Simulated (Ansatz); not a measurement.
## PbSe (Clausthalite) under changes of volume

One of the cells (28.671 Å³/atom); the others are scaled copies at fixed shape and fractional positions:

```
Pb Se
1.0
     0.00000    3.06065    3.06065
     3.06065    0.00000    3.06065
     3.06065    3.06065    0.00000
Pb Se
1 1
Direct
  0.00000 0.00000 0.00000
  0.50000 0.50000 0.50000
```

| Item | Value |
| --- | --- |
| Program | Ansatz 0.2.0 |
| Functional | RPBE |
| Dispersion | D4 |
| Potentials or basis | Ansatz PAW |
| Cutoff | 420 eV (not typed: the program's choice for these potentials) |
| k mesh | 8 × 8 × 8 |
| Occupations | fermi-dirac, width 0.05 eV |
| Spin | no spin polarisation |

| volume (Å³/atom) | energy over the lowest point (meV/atom) | pressure (GPa) | gap on the mesh (eV) |
| --- | --- | --- | --- |
| 26.951 | 21.41 | 3.9 | 0.14 |
| 27.524 | 9.85 | 2.6 | 0.22 |
| 28.097 | ? | ? | ? |
| 28.671 | 0.00 | 0.3 | 0.37 |
| 29.244 | 0.71 | -0.6 | 0.44 |
| 29.818 | 3.96 | -1.1 | 0.50 |
| 30.391 | 6.30 | 0.2 | 0.55 |

**Question.** What does the run at 28.097 Å³/atom give?

**Answer.** Energy over the lowest point 2.87 meV/atom; pressure 1.3 GPa; gap on the mesh 0.30 eV.

Worked out: A Birch-Murnaghan fit of order 3 (a polynomial in V^(-2/3)) to the other rows has its minimum at 28.83 Å³/atom with B0 = V·E''(V) = 36 GPa (rough, since the energies scatter). It gives 2.86 meV/atom at 28.097 Å³/atom, against the run's 2.87, and -dE/dV = 1.2 GPa, against 1.3. A parabola through the other rows of the gap, of slope 3.66 eV per unit of ln V (its deformation potential) there, gives 0.30 eV, against the run's 0.30.

Energies are extrapolated to zero smearing.

Caveats: spin-orbit coupling is left out, which as a rule narrows the gap of such compounds by several tenths of an eV; the PAW data sets come from PBE, with cores solved anew for the run's functional, which leaves a small shift of forces and pressure.

A mesh can miss the band edges.
